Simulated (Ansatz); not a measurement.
# Elastic response of diamond-structure Si, size series (64 atoms), part 2 of 3

Aim: relax diamond-structure Si, size series (64 atoms), then change its volume and shape to read moduli from the stress.

Ansatz 0.2.0; Kohn-Sham DFT, PBE, PAW (set soft_2), plane waves.

The cell: 64 Si. Sampling is at Γ alone.

So far. Step 2 (Single point at the start): The r.m.s. force at the start is 0.81 eV/Å. Step 3 (Cell and atoms relaxed): The relaxation converged after 4 steps, with a largest force component of 0.0011 eV/Å.

### 4. Single point at the relaxed geometry

One more single point at the end of the walk gives the fuller output and checks the residual forces.

File input.yaml:

```yaml
crystal:
  lattice:
    - [10.97162, 6.0e-05, 2.0e-05]
    - [6.0e-05, 10.97137, -6.0e-05]
    - [2.0e-05, -6.0e-05, 10.9716]
  atoms:
    - { symbol: Si, position: [0.00018, 0.99969, 0.00057] }
    - { symbol: Si, position: [0.12521, 0.12467, 0.12556] }
    - { symbol: Si, position: [0.00019, 0.24966, 0.25056] }
    - { symbol: Si, position: [0.12516, 0.37465, 0.37558] }
    - { symbol: Si, position: [0.25016, 0.99965, 0.25059] }
    - { symbol: Si, position: [0.37517, 0.12467, 0.37556] }
    [... 52 atom lines left out ...]
    - { symbol: Si, position: [0.50019, 0.74966, 0.75058] }
    - { symbol: Si, position: [0.62517, 0.87465, 0.8756] }
    - { symbol: Si, position: [0.75017, 0.49965, 0.75059] }
    - { symbol: Si, position: [0.87517, 0.62467, 0.87556] }
    - { symbol: Si, position: [0.7502, 0.74968, 0.50059] }
    - { symbol: Si, position: [0.87519, 0.87469, 0.62559] }
kpoints:
  mp_grid: { grid: [1, 1, 1] }
hamiltonian:
  xc: pbe
scf:
  occupations: { method: fixed }
output:
  forces: true
  stress: true
  populations: intrinsic
  dos:
    method: { smearing: { sigma: 0.15 } }
    de: 0.1
    projected: { site_lists: { Si: [Si] } }
  eigenvalues: true
  write_density: true
  write_potential: true
  volumetric_format: npy
  elf: true
```

Launch:

```console
> ansatz run input.yaml --threads 4 --pin off --max-ram 8192MiB --backend cpu --events-out ev --progress --plain --runs-dir out
```

Numbers of over 12 decimals in the logs are rounded to 6 here.

Output:

```text
Warning: at least one further symmetry operation maps every atom of the structure, as the run holds it, onto an atom to within 2.24e-5 (fractional), and is not used: no operation is sought that the atoms, as the run holds them, miss by more than 2.00e-5, twice crystal.symmetry.tolerance (1.0e-5). [...]
[...]
Crystal: 64 atoms, lattice volume = 1320.692 Å³
Basis set: ecut = 420 eV, 25725 PW (Γ), exchange–correlation on 150×150×150 points (8 copies of the dense FFT grid, shifted against one another)
Bands: 192, of which v1, the nominal top of the filled ones, is band 128 counted from 1 (127 counted from 0)
Symmetry: 1 space group operations
[...]
k-points: 1
[...]
SCF iter   1: F=—  HF=-40685.199616 eV  |F-HF|=—  |Δ(HF+E_count)|=         —  Δρ=1.73e-3  dr2=6.28e-2  ethr=1.77e-3  ⟨swp⟩=5.0  Hψ=713  notcnv=0  defer=58
[...]
SCF iter   6: F=-40685.188232 eV  HF=-40685.188232 eV  |F-HF|=3.06e-9  |Δ(HF+E_count)|=   1.76e-6  Δρ=1.87e-6  dr2=7.62e-8  ethr=3.91e-11  ⟨swp⟩=46.0  Hψ=2354  notcnv=0
SCF 1 converged in 6 iterations: F = -40685.188232 eV  dr2 = 7.62e-8
[...]
SCF converged after 6 iterations
Free energy (F): -40685.188232 eV
[...]
Internal energy: -40685.188232 eV  (E = F + TS)
E sigma→0 (E₀):  -40685.188232 eV
Fermi energy:    5.966012 eV
[...]
--- Forces (eV/Å), atoms counted from 1 ---
  atom   1  Si     0.00052125    -0.00067870    -0.00033711
  atom   2  Si    -0.00098916     0.00007778     0.00041959
  atom   3  Si     0.00015668    -0.00024411    -0.00030471
  atom   4  Si     0.00170348     0.00101225     0.00029154
  atom   5  Si     0.00072602     0.00044840    -0.00017608
  atom   6  Si    -0.00000594     0.00015951     0.00007470
  atom   7  Si    -0.00046687    -0.00027823     0.00082722
  atom   8  Si    -0.00007227    -0.00010215    -0.00046896
  atom   9  Si     0.00016645    -0.00022518     0.00089416
  atom  10  Si    -0.00095803    -0.00059161     0.00007707
  atom  11  Si     0.00024585     0.00021527    -0.00011323
  atom  12  Si    -0.00022618     0.00091800    -0.00056285
  atom  13  Si     0.00076398    -0.00028112    -0.00083614
  atom  14  Si     0.00015219    -0.00006063    -0.00038617
[...]
atom  63  Si    -0.00116035     0.00032368    -0.00026945
  atom  64  Si     0.00011150    -0.00033027    -0.00045604
  max |Σ_I F_I| component: 9.20e-7 eV/Å
--- Stress (GPa, compression-positive) ---
        0.010148      -0.000386      -0.000015
       -0.000386       0.012292       0.000616
       -0.000015       0.000616       0.010319
  P = ⅓ Tr σ = 0.0109 GPa (0.109 kbar)
--- Band table (eV) ---
[...]
--- intrinsic populations: 64 sites ---
  site symbol       q [e]
     0     Si      4.0000
     1     Si      4.0000
     2     Si      4.0000
[...]
63     Si      4.0000
  spilling = 0.000000 (of n_electrons = 256.000000)
```

Elapsed: 11 s, on 4 threads of Arm Neoverse V1, shared host; peak memory 1 GiB; 42 s of CPU time.

The program notes that the atoms just miss a symmetry operation.

The run gave:

```yaml
free_energy: -40685.1882 eV
free_energy_per_atom: -635.7061 eV/atom
scf_cycles: 6
pressure: 0.01092 GPa
r_m_s_force_component: 0.00064 eV/Å
longest_force: 0.00214 eV/Å
fermi_energy: 5.966 eV
spacing_of_highest_filled_and_lowest_empty_level: 0.7464 eV
```

Intrinsic-atomic-orbital charges by element:

```csv
element,coordination,atoms,mean charge (e),spread,least,most
Si,all,64,0,0,0,0
```

States in the cell by windows of 1 eV, zero at the Fermi level; the larger projections on atomic orbitals stand beside the total:

```csv
from (eV),to (eV),total,Si p,Si s
-13,-12,0.1,0.0,0.1
-12,-11,2.0,0.0,2.0
-11,-10,12.8,3.4,9.3
-10,-9,31.1,8.6,22.3
-9,-8,0.1,0.1,0.1
-8,-7,36.8,14.5,22.1
-7,-6,7.0,5.1,1.8
-6,-5,24.0,13.2,10.6
-5,-4,0.4,0.4,0.0
-4,-3,60.1,52.5,7.1
-3,-2,14.4,14.3,0.0
-2,-1,60.7,60.0,0.0
-1,0,4.2,4.0,0.0
0,1,16.2,9.6,4.3
1,2,18.1,9.0,7.8
2,3,33.9,21.9,6.8
3,4,26.5,15.0,3.2
```

With fixed occupations the program's Fermi level is the highest filled level.

The levels nearest the highest filled one (over half full), pooled over k-points and spins:

```csv
level less the highest filled one (eV),occupation
-1.18,2
-1.18,2
-1.18,2
-3.0e-4,2
-3.0e-4,2
0,2
0.746,0
0.747,0
0.747,0
0.747,0
0.747,0
0.747,0
```

Electrostatic potential energy in the ac plane at fractional y = 0.125, with atoms of Si within 0.2 Å of it. With pseudopotentials it is smooth inside the atoms' cores, unlike the true potential.

Ten even steps from '0' (-52 eV) to '9' (9 eV), each cell a mean:
```
9999999999888899999999999988899
9999999998533689999999999742479
9999999996200279999999998400158
9999999997300489999999998510268
9999999998766799999999999866789
9999999999999999999999999999999
9998889999999999998889999999999
9863358999999999974336899999999
9730016999999999861004899999999
9841037999999999962015899999999
9986678999999999987668999999999
9999999999999999999999999999999
9999999999888999999999999988899
9999999998533689999999999743479
9999999996200279999999998400058
9999999997300489999999998510268
9999999998766799999999999865789
9999999999999999999999999999999
9998889999999999998889999999999
9863358999999999974347999999999
9730016999999999861004899999999
9841037999999999962015899999999
9986678999999999987568999999999
9999999999999999999999999999999
```
Columns run along a (11.0 Å; values clipped at the 3rd and 97th percentile), rows up along c (11.0 Å). Atoms in or near the plane, at fractional coordinates: Si at (0.13, 0.13), Si at (0.38, 0.38), Si at (0.13, 0.63), Si at (0.38, 0.88), Si at (0.63, 0.13), Si at (0.88, 0.38), Si at (0.63, 0.63), Si at (0.88, 0.88).

Valence density in the ac plane at fractional y = 0.125, with atoms of Si within 0.2 Å of it. It is the smooth field of the valence electrons, not physical close to the nuclei.

Values in e/Å³, 13 rows by 16 columns, each cell a mean:
```
0.13 0.07 0.06 0.10 0.22 0.32 0.32 0.26 0.13 0.07 0.06 0.10 0.22 0.32 0.32 0.26
0.11 0.03 0.03 0.07 0.26 0.27 0.20 0.32 0.11 0.03 0.02 0.07 0.26 0.27 0.20 0.32
0.13 0.07 0.07 0.10 0.22 0.32 0.32 0.26 0.13 0.07 0.07 0.10 0.22 0.32 0.32 0.27
0.20 0.27 0.28 0.22 0.14 0.10 0.10 0.13 0.20 0.27 0.28 0.22 0.14 0.10 0.10 0.13
0.26 0.29 0.22 0.32 0.11 0.03 0.03 0.07 0.25 0.29 0.22 0.32 0.11 0.03 0.03 0.07
0.24 0.34 0.32 0.29 0.12 0.05 0.05 0.09 0.23 0.34 0.32 0.29 0.12 0.05 0.05 0.09
0.16 0.15 0.15 0.15 0.18 0.21 0.21 0.19 0.16 0.15 0.15 0.15 0.18 0.21 0.21 0.19
0.11 0.04 0.03 0.08 0.25 0.32 0.27 0.31 0.11 0.04 0.03 0.08 0.25 0.32 0.27 0.31
0.11 0.04 0.03 0.08 0.25 0.32 0.28 0.31 0.11 0.04 0.03 0.08 0.25 0.32 0.28 0.31
0.16 0.15 0.15 0.15 0.17 0.21 0.21 0.19 0.16 0.15 0.15 0.15 0.17 0.20 0.21 0.19
0.24 0.34 0.32 0.29 0.12 0.05 0.05 0.09 0.24 0.34 0.32 0.29 0.12 0.05 0.05 0.09
0.26 0.29 0.22 0.32 0.11 0.03 0.03 0.07 0.25 0.29 0.22 0.32 0.11 0.03 0.03 0.07
0.20 0.27 0.28 0.23 0.14 0.10 0.10 0.12 0.20 0.27 0.28 0.23 0.14 0.10 0.10 0.12
```
Columns run along a (11.0 Å), rows up along c (11.0 Å). Atoms in or near the plane, at fractional coordinates: Si at (0.13, 0.13), Si at (0.38, 0.38), Si at (0.13, 0.63), Si at (0.38, 0.88), Si at (0.63, 0.13), Si at (0.88, 0.38), Si at (0.63, 0.63), Si at (0.88, 0.88).

The highest filled and lowest empty levels differ by 0.746 eV at Γ alone; the mesh holds the band edges only if they fold onto it, so the gap at this level can be narrower or closed, while semilocal functionals tend to narrow gaps against experiment. Intrinsic-atomic-orbital charges run from -0.00 to +0.00 e. The largest share in the top eV of filled states is Si p (100 % of the projected weight), and in the lowest eV of empty states Si p (57 % of the projected weight).

### 5. Volume -3 %

The relaxed cell is scaled evenly and the atoms are relaxed again; the stress at the end gives one point of P(V).

input.yaml, the sections that differ from step 4:

```yaml
crystal:
  lattice:
    - [10.86079, 6.0e-05, 2.0e-05]
    - [6.0e-05, 10.86054, -6.0e-05]
    - [2.0e-05, -6.0e-05, 10.86077]
  atoms:
    [... the 64 atom lines of step 4 ...]
output:
  forces: true
  eigenvalues: true
  stress: true
relax:
  f_tol: 0.05
  max_steps: 70
# kpoints, hamiltonian, scf: as in step 4
```

Output:

```text
[...]
Warning: output.stress: scf.convergence.dr2_threshold = 1e-7 eV (the SCF's general default) is looser than the 6.4e-9 eV advised for a printed stress (1e-10 eV for each atom of the cell: 64). What an SCF threshold leaves in a stress goes as its square root, and in the free energy as the threshold itself, and one threshold admits the most on a small cell: [...]
[...]
Crystal: 64 atoms, lattice volume = 1281.072 Å³
Basis set: ecut = 420 eV, 25173 PW (Γ), exchange–correlation on 150×150×150 points (8 copies of the dense FFT grid, shifted against one another)
Bands: 192, of which v1, the nominal top of the filled ones, is band 128 counted from 1 (127 counted from 0)
Symmetry: 1 space group operations
[...]
k-points: 1
[...]
SCF iter   1: F=—  HF=-40684.860796 eV  |F-HF|=—  |Δ(HF+E_count)|=         —  Δρ=2.21e-3  dr2=9.90e-2  ethr=1.77e-3  ⟨swp⟩=5.0  Hψ=713  notcnv=0  defer=58
[...]
SCF iter   5: F=-40684.836524 eV  HF=-40684.836523 eV  |F-HF|=7.13e-7  |Δ(HF+E_count)|=   6.25e-5  Δρ=6.92e-6  dr2=7.51e-7  ethr=2.70e-8  ⟨swp⟩=2.0  Hψ=259  notcnv=0  defer=62
SCF iter   6: F=-40684.836524 eV  HF=-40684.836524 eV  |F-HF|=1.03e-8  |Δ(HF+E_count)|=   9.95e-7  Δρ=1.61e-6  dr2=7.61e-8  ethr=2.93e-10  ⟨swp⟩=31.0  Hψ=1767  notcnv=0
SCF 1 converged in 6 iterations: F = -40684.836524 eV  dr2 = 7.61e-8
[...]
relax step   1: F+E_penalty+E_count = -40684.83652429 eV  Δ(F+E_penalty+E_count) = +0.000e0 eV  max|allowed force component| = 1.714e-3 eV/Å  Δτ_max = 0.0000 Å  (6 SCF iters, dr2 threshold 6.25e-5 eV, accepted)
[...]
SCF iter   2: F=-40684.836524 eV  HF=-40684.836524 eV  |F-HF|=2.62e-8  |Δ(HF+E_count)|=   5.00e-7  Δρ=1.22e-6  dr2=1.67e-8  ethr=3.78e-11  ⟨swp⟩=2.0  Hψ=609  notcnv=0
SCF 2 converged in 2 iterations: F = -40684.836524 eV  dr2 = 1.67e-8
relax step   2: F+E_penalty+E_count = -40684.83652434 eV  Δ(F+E_penalty+E_count) = -4.582e-8 eV  max|allowed force component| = 1.715e-3 eV/Å  Δτ_max = 0.0000 Å  (2 SCF iters, accepted)
SCF converged after 2 iterations
Free energy (F): -40684.836524 eV
[...]
Internal energy: -40684.836524 eV  (E = F + TS)
E sigma→0 (E₀):  -40684.836524 eV
Fermi energy:    6.283540 eV
[...]
Σ components = -40684.836524   (vs F -40684.836524, Δ=0.00e0)
--- Forces (eV/Å), atoms counted from 1 ---
  atom   1  Si     0.00049153    -0.00059826    -0.00037653
  atom   2  Si    -0.00089681     0.00010057     0.00039023
  atom   3  Si     0.00019049    -0.00036479    -0.00042659
  atom   4  Si     0.00171543     0.00096142     0.00037718
[...]
atom  64  Si     0.00021339    -0.00021004    -0.00046930
  max |Σ_I F_I| component: 1.23e-6 eV/Å
--- Stress (GPa, compression-positive) ---
        2.916745      -0.000371       0.000010
       -0.000371       2.918880       0.000640
        0.000010       0.000640       2.916915
  P = ⅓ Tr σ = 2.9175 GPa (29.175 kbar)
--- Band table (eV) ---
[...]
--- Relaxed structure (2 steps of the walk, 2 accepted, 0 SCFs on fresh bases) ---
  F+E_penalty+E_count = -40684.83652434 eV   max|allowed force component| = 1.715e-3 eV/Å
  atoms:
    - { symbol: Si, position: [0.00018, 0.999690, 0.00057] }
    - { symbol: Si, position: [0.12521, 0.124670, 0.12556] }
    - { symbol: Si, position: [0.00019, 0.249660, 0.25056] }
    - { symbol: Si, position: [0.125160, 0.374650, 0.37558] }
[...]
- { symbol: Si, position: [0.875190, 0.87469, 0.625590] }
```

It took 14 s on 4 threads; peak memory 1 GiB.

The program notes that the SCF threshold is loose for the stress.

The relaxation converged after 2 steps, 0 eV below its start, with a largest force component of 0.0017 eV/Å.

Volume -3 %: the energy stands 0.352 eV above that of the reference, at a pressure of 2.92 GPa.

### 6. Volume +3 %

The relaxed cell is scaled to another volume.

Input and log are left out; they have the form of those shown for this kind of step.

Wall time 15 s (4 threads of Arm Neoverse V1, shared host); peak memory 1.1 GiB.

The relaxation converged after 2 steps, 0 eV below its start, with a largest force component of 0.0017 eV/Å.

Volume +3 %: the energy stands 0.312 eV above that of the reference, at a pressure of -2.48 GPa.

### 7. Volume -6 %

The relaxed cell is scaled to another volume.

Input and log are left out; they have the form of those shown for this kind of step.

Wall time 14 s (4 threads of Arm Neoverse V1, shared host); peak memory 0.99 GiB.

The relaxation converged after 2 steps, 0 eV below its start, with a largest force component of 0.0018 eV/Å.

Volume -6 %: the energy stands 1.48 eV above that of the reference, at a pressure of 6.32 GPa.

### 8. Volume +6 %

The relaxed cell is scaled to another volume.

Input and log are left out; they have the form of those shown for this kind of step.

Elapsed: 17 s, on 4 threads of Arm Neoverse V1, shared host; peak memory 1.1 GiB.

The relaxation converged after 2 steps, 0 eV below its start, with a largest force component of 0.0017 eV/Å.

Volume +6 %: the energy stands 1.19 eV above that of the reference, at a pressure of -4.59 GPa.

### 9. Volume -10 %

The relaxed cell is scaled to another volume.

Input and log are left out; they have the form of those shown for this kind of step.

It took 76 s on 4 threads of Arm Neoverse V1, shared host; peak memory 0.98 GiB.

The relaxation converged after 12 steps, 0.00122 eV below its start, with a largest force component of 0.024 eV/Å.

Volume -10 %: the energy stands 4.43 eV above that of the reference, at a pressure of 11.7 GPa.

### 10. Stretched by 1 % along x

The relaxed cell is strained along x alone, which gives the stiffness along x and its coupling to y and z.

input.yaml, the sections that differ from step 5:

```yaml
crystal:
  lattice:
    - [11.08134, 6.0e-05, 2.0e-05]
    - [6.0e-05, 10.97137, -6.0e-05]
    - [2.0e-05, -6.0e-05, 10.9716]
  atoms:
    [... the 64 atom lines of step 4 ...]
# kpoints, hamiltonian, scf, output, relax: as in step 5
```

Output:

```text
[...]
Crystal: 64 atoms, lattice volume = 1333.899 Å³
Basis set: ecut = 420 eV, 25997 PW (Γ), exchange–correlation on 150×150×150 points (8 copies of the dense FFT grid, shifted against one another)
Bands: 192, of which v1, the nominal top of the filled ones, is band 128 counted from 1 (127 counted from 0)
Symmetry: 1 space group operations
[...]
k-points: 1
[...]
SCF iter   1: F=—  HF=-40685.135134 eV  |F-HF|=—  |Δ(HF+E_count)|=         —  Δρ=1.59e-3  dr2=5.35e-2  ethr=1.77e-3  ⟨swp⟩=5.0  Hψ=713  notcnv=0  defer=58
[...]
SCF iter   5: F=-40685.126388 eV  HF=-40685.126387 eV  |F-HF|=1.14e-6  |Δ(HF+E_count)|=   6.19e-5  Δρ=7.27e-6  dr2=1.24e-6  ethr=1.67e-8  ⟨swp⟩=2.0  Hψ=259  notcnv=0  defer=60
SCF iter   6: F=-40685.126389 eV  HF=-40685.126389 eV  |F-HF|=9.59e-9  |Δ(HF+E_count)|=   1.56e-6  Δρ=1.97e-6  dr2=7.50e-8  ethr=4.85e-10  ⟨swp⟩=30.0  Hψ=2191  notcnv=0
SCF 1 converged in 6 iterations: F = -40685.126389 eV  dr2 = 7.50e-8
[...]
relax step   1: F+E_penalty+E_count = -40685.12638879 eV  Δ(F+E_penalty+E_count) = +0.000e0 eV  max|allowed force component| = 1.723e-3 eV/Å  Δτ_max = 0.0000 Å  (6 SCF iters, dr2 threshold 6.25e-5 eV, accepted)
[...]
SCF iter   2: F=-40685.126389 eV  HF=-40685.126389 eV  |F-HF|=1.96e-8  |Δ(HF+E_count)|=   6.70e-7  Δρ=1.43e-6  dr2=2.41e-8  ethr=3.67e-11  ⟨swp⟩=3.0  Hψ=704  notcnv=0
SCF 2 converged in 2 iterations: F = -40685.126389 eV  dr2 = 2.41e-8
relax step   2: F+E_penalty+E_count = -40685.12638882 eV  Δ(F+E_penalty+E_count) = -2.935e-8 eV  max|allowed force component| = 1.720e-3 eV/Å  Δτ_max = 0.0000 Å  (2 SCF iters, accepted)
SCF converged after 2 iterations
Free energy (F): -40685.126389 eV
[...]
Internal energy: -40685.126389 eV  (E = F + TS)
E sigma→0 (E₀):  -40685.126389 eV
Fermi energy:    5.887530 eV
[...]
Σ components = -40685.126389   (vs F -40685.126389, Δ=0.00e0)
--- Forces (eV/Å), atoms counted from 1 ---
  atom   1  Si     0.00053778    -0.00066868    -0.00031376
  atom   2  Si    -0.00104765     0.00010275     0.00041248
  atom   3  Si     0.00015638    -0.00022374    -0.00026338
  atom   4  Si     0.00172009     0.00100200     0.00026218
[...]
atom  64  Si     0.00007725    -0.00034469    -0.00044019
  max |Σ_I F_I| component: 1.00e-6 eV/Å
--- Stress (GPa, compression-positive) ---
       -1.502507      -0.000386      -0.000021
       -0.000386      -0.546854       0.000614
       -0.000021       0.000614      -0.548770
  P = ⅓ Tr σ = -0.8660 GPa (-8.660 kbar)
--- Band table (eV) ---
[...]
--- Relaxed structure (2 steps of the walk, 2 accepted, 0 SCFs on fresh bases) ---
  F+E_penalty+E_count = -40685.12638882 eV   max|allowed force component| = 1.720e-3 eV/Å
  atoms:
    - { symbol: Si, position: [0.00018, 0.999690, 0.00057] }
    - { symbol: Si, position: [0.12521, 0.12467, 0.125560] }
    - { symbol: Si, position: [0.00019, 0.249660, 0.250560] }
    - { symbol: Si, position: [0.12516, 0.374650, 0.375580] }
[...]
- { symbol: Si, position: [0.875190, 0.874690, 0.625590] }
```

Run time: 15 s. Hardware: 4 threads; peak memory 1.1 GiB.

The relaxation converged after 2 steps, 0 eV below its start, with a largest force component of 0.0017 eV/Å.

Stretched by 1 % along x: the energy stands 0.0618 eV above that of the reference, at a pressure of -0.866 GPa.

(Continued in part 3 of 3.)

[Logs are printed without paths, hosts, clocks, repeated set-up lines and the standing remarks that a program may print on its own settings, such as how far it seeks lower states.]

[Hosts, paths, dates, database ids (printed as entryN), source tags and the programs' standing remarks are cut or masked in the printed files.]
